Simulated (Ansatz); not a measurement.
Point defect: Zn vacancy in ZnS

These are results of DFT PBE, scalar-relativistic, plane waves, PAW in Ansatz, not measurements. (420 eV cutoff, 3×3×3 k-mesh, Gaussian smearing of 0.01 eV, collinear spin)

Host crystal, relaxed:

```yaml
crystal:
  lattice:
    - [0.00000, 2.72115, 2.72115]
    - [2.72115, 0.00000, 2.72115]
    - [2.72115, 2.72115, 0.00000]
  atoms:
    - { symbol: Zn, position: [0.00000, 0.00000, 0.00000] }
    - { symbol: S, position: [0.75000, 0.75000, 0.75000] }
```

Supercell of 32 atoms, rows in host cell vectors: 1 -3 1; -3 1 1; 1 1 -3. Atoms relax at the host's cell from a start displaced at random by 0.06 Å near the defect, so other minima may exist. The cell is small, so energies carry finite-size errors of tenths of an eV. The host's Kohn–Sham gap is 2.02 eV. Atoms are taken from and returned to the elements' standard states. Charged cells are corrected for image charges with the computed static dielectric tensor (mean 9.4) and aligned with the host's potential at far atoms (alignment terms reach 0.77 eV; the program doubts the alignment in some charges, where it is up to 0.77 eV). No band-filling term is added, and the Fermi level counts from the host's valence band top.

Starting moments were lost in some runs.

Defect: Zn vacancy set at (0.000, 0.000, 0.000) of the host cell. Before relaxation its nearest neighbours are 4 S at 2.36 Å.

```json
{"charge": "0", "E_f at the valence band top (eV)": "4.11", "over the neutral state (eV)": "0.00", "moment (μB)": "0.89", "largest move (Å)": "0.05", "atoms near the site": "2 S at 2.32 Å, 2 S at 2.33 Å"}
{"charge": "-1", "E_f at the valence band top (eV)": "4.29", "over the neutral state (eV)": "0.18", "moment (μB)": "0.10", "largest move (Å)": "0.07", "atoms near the site": "2 S at 2.30 Å, 2 S at 2.31 Å"}
{"charge": "-2", "E_f at the valence band top (eV)": "5.11", "over the neutral state (eV)": "1.00", "moment (μB)": "0.00", "largest move (Å)": "0.09", "atoms near the site": "3 S at 2.30 Å, 1 S at 2.31 Å"}
```

Among the charges computed the stable one is 0 at the valence band top, changing to -1 at 0.18 eV, changing to -2 at 0.82 eV. In charge 0, -1 the cell has partly filled bands: a level of the defect may be part filled, the carrier may sit in the host's bands, or levels may cross between the k points, so transitions that involve it are doubtful. Without the alignment that the program doubts, the level (0/-1) would lie at -0.28 eV, outside the gap, so these runs don't decide whether the defect changes charge there. Fractional moments come from partly filled bands of the small cell.

Cost: 4 runs of about 2.3 core-hours in all, on Intel Xeon Processor @ 2.70GHz (shared hosts).